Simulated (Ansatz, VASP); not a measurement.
# MgO: VASP beside Ansatz

```
Mg O
1.0
     0.00000    2.25882    2.25882
     2.25882    0.00000    2.25882
     2.25882    2.25882    0.00000
Mg O
1 1
Direct
  0.00000 0.00000 0.00000
  0.25000 0.25000 0.25000
```

Change from the starting cell: volume scaled by 0.94, PAW files.

Alike in both runs: task single point; functional PBE; k mesh 15 × 15 × 15; occupations fermi-dirac, width 0.05 eV; no spin polarisation.

|  | VASP | Ansatz |
| --- | --- | --- |
| version | VASP 6.6.1 | Ansatz 0.2.0 |
| potentials or method | VASP PAW PBE potentials, release 64 (Mg, O) | PAW with Ansatz's default frozen-core files, scalar-relativistic |
| plane-wave cutoff (eV) | 520 | 420 |
| valence electrons in the cell | 8 | 16 |

|  | VASP | Ansatz | Ansatz less VASP |
| --- | --- | --- | --- |
| gap on the k mesh at the Fermi level (eV) | 3.82 | 3.83 | +0.015 |
| pressure (GPa) | 7.7 | 8.1 | +0.33 |

The functional is the same, so the differences come from potentials, cutoffs and numerics. The two sets of potentials don't hold the same shells in valence.

Caveats: an odd mesh through Γ misses points on the zone boundary, where band edges often lie.
